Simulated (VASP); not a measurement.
Input of a VASP 6.6.1 run:

The input INCAR:

```
  PREC = Accurate
  ENCUT = 600
  EDIFF = 1E-6
  ISMEAR = -1
  SIGMA = 0.05
  LREAL = False
  LASPH = True
  NELM = 100
  ALGO = Normal
  ISIF = 3
  LWAVE = False
  LCHARG = False
  METAGGA = SCAN
  LMIXTAU = True
  IVDW = 11
  IBRION = 2
  NSW = 60
  EDIFFG = -0.01
```

File KPOINTS:

```
Automatic mesh
0
Gamma
  11 11 6
```

The input POSCAR:

```
Os
1.0
    2.7341000000      0.0000000000      0.0000000000
   -1.3670500000      2.3678000565      0.0000000000
    0.0000000000      0.0000000000      4.3197000000
Os
2
Direct
    0.6666666667      0.3333333333      0.7500000000
    0.3333333333      0.6666666667      0.2500000000
```

Potentials or basis: VASP PAW PBE potentials, release 64 (Os).

The run is started by

```sh
$ cat potpaw_PBE.64/Os/POTCAR > POTCAR
$ mpirun -np 1 vasp_std > vasp.out
```

Q: What does it give for the relaxed cell?

A: a = 2.713 Å, b = 2.713 Å, c = 4.276 Å, α = 90.00°, β = 90.00°, γ = 120.00°.

Q: Estimate the relaxed volume.

A: 13.63 Å³/atom.

Q: Estimate the space group after relaxing (to 0.05 Å).

A: P6_3/mmc (No. 194).

The path:
| step | energy change (eV) | largest force (eV/Å) | pressure (GPa) | volume (Å³) |
| --- | --- | --- | --- | --- |
| 1 | 0.0000 | 0.0000 | -11.25 | 27.96 |
| 2 | 0.6156 | 0.0000 | 74.27 | 24.17 |
| 3 | -0.0257 | 0.0000 | -0.69 | 27.29 |
| 4 | -0.0258 | 0.0000 | -0.11 | 27.26 |
| 5 | -0.0258 | 0.0000 | 0.13 | 27.25 |
| 6 | -0.0258 | 0.0000 | -0.46 | 27.28 |
| 7 | -0.0258 | 0.0000 | -0.10 | 27.26 |
| 8 | -0.0258 | 0.0000 | -0.09 | 27.26 |
| 9 | -0.0258 | 0.0000 | -0.07 | 27.26 |
| 10 | -0.0258 | 0.0000 | -0.07 | 27.26 |
| 11 | -0.0258 | 0.0000 | 0.17 | 27.24 |
| 12 | -0.0258 | 0.0000 | 0.01 | 27.25 |

Caveat: the PAW data sets were made with another functional, which shifts forces and pressure a little; pairwise dispersion overbinds metals, which lowers pressure and volume. Spin-orbit coupling is left out, which matters for the levels of Os.
